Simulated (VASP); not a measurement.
Here is a VASP 6.6.1 calculation.

The input INCAR:

```
SYSTEM = ZnS
  ALGO = Normal
  EDIFF = 1E-8
  ENCUT = 520
  GGA = PE
  IBRION = 8
  ISIF = 2
  ISMEAR = 0
  LASPH = .TRUE.
  LCHARG = .FALSE.
  LEPSILON = .TRUE.
  LREAL = .FALSE.
  LWAVE = .FALSE.
  NELM = 60
  PREC = Accurate
  SIGMA = 0.02
```

File KPOINTS:

```
k-points
0
G
  9 9 9
  0 0 0
```

The input POSCAR:

```
ZnS
1.0
    0.0000000000      2.7020000000      2.7020000000
    2.7020000000      0.0000000000      2.7020000000
    2.7020000000      2.7020000000      0.0000000000
Zn S
1 1
Direct
    0.7500000000      0.7500000000      0.7500000000
    0.0000000000      0.0000000000      0.0000000000
```

Potentials or basis: VASP PAW PBE potentials, release 64 (Zn, S).

The run is started by

```console
$ cat potpaw_PBE.64/Zn/POTCAR potpaw_PBE.64/S/POTCAR > POTCAR
$ mpirun -np 1 vasp_std > vasp.out
```

(1) Predict the electronic dielectric tensor (diagonal).

(2) What does it give for the Born charges (mean of the diagonal)?

(3) Predict the highest phonon frequency at Γ, LO-TO splitting left out.

(4) Predict the band gap on the k mesh.

Results:

(1) 5.95.

(2) Zn +2.01; S -2.01 e.

(3) 271 cm⁻¹.

(4) 2.11 eV, direct.

**Experimental background.**

From “Electronic, vibrational, and thermodynamic properties of ZnS (zincblende and rocksalt structure)”, 2009, arxiv:0911.5022, for a bulk crystal of ZnS at 19 K: band gap 3.85 eV (direct).

A printed reference work, monograph reports, for a bulk crystal of ZnS: high-frequency dielectric constant 5.14.

A measured gap of ZnS is 3.85 eV (direct; 19 K; quoted in “Electronic, vibrational, and thermodynamic properties of ZnS (zincblende and rocksalt structure)”, 2009, arxiv:0911.5022); the calculated 2.11 eV misses it by -1.74 eV. The value is that of PBE, without temperature or zero-point motion. Semilocal functionals fall short of measured gaps as a rule. A measured high-frequency dielectric constant of ZnS is 5.14 (a printed reference work, monograph); the calculated 5.95 misses it by +15.8 %.
